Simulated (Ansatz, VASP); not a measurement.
**One calculation of BN, two programs**

```
B N
1.0
     2.44139    0.00000    0.00000
    -1.22070    2.11431    0.00000
     0.00000    0.00000    6.66120
B N
2 2
Direct
  0.33333 0.66667 0.25000
  0.66667 0.33333 0.75000
  0.33333 0.66667 0.75000
  0.66667 0.33333 0.25000
```

Change from the starting cell: strain -0.025 along x and y, +0.000 along z, atoms carried along.

Alike in both runs: task single point; functional PBEsol; k mesh 12 × 12 × 4; occupations gaussian, width 0.05 eV; no spin polarisation.

|  | VASP | Ansatz |
| --- | --- | --- |
| version | VASP 6.6.1 | Ansatz 0.2.0 |
| potentials or method | VASP PAW PBE potentials, release 64 (B, N) | scalar-relativistic, plane waves, PAW |
| plane-wave cutoff (eV) | 520 | 420 |
| valence electrons in the cell | 16 | 16 |

Ansatz gave:

| Item | Value |
| --- | --- |
| gap on the k mesh at the Fermi level (eV) | 4.30 |
| least direct gap on the mesh (eV) | 4.78 |
| pressure (GPa) | 20.8 |
| largest component of the traceless stress (GPa) | 19.84 |

Estimate VASP's values.

gap on the k mesh at the Fermi level (eV): 4.29; least direct gap on the mesh (eV): 4.77; pressure (GPa): 21.1; largest component of the traceless stress (GPa): 20.33.

Caveats: so large a pressure means that the cell lies far from this level's equilibrium, or that cutoff or potentials fall short (VASP); the potentials were made for another functional, which shifts forces and pressure (VASP); this functional lacks dispersion, which binds the layers, so the pressure and a relaxed spacing across them are unreliable. A k mesh can miss the band edges.
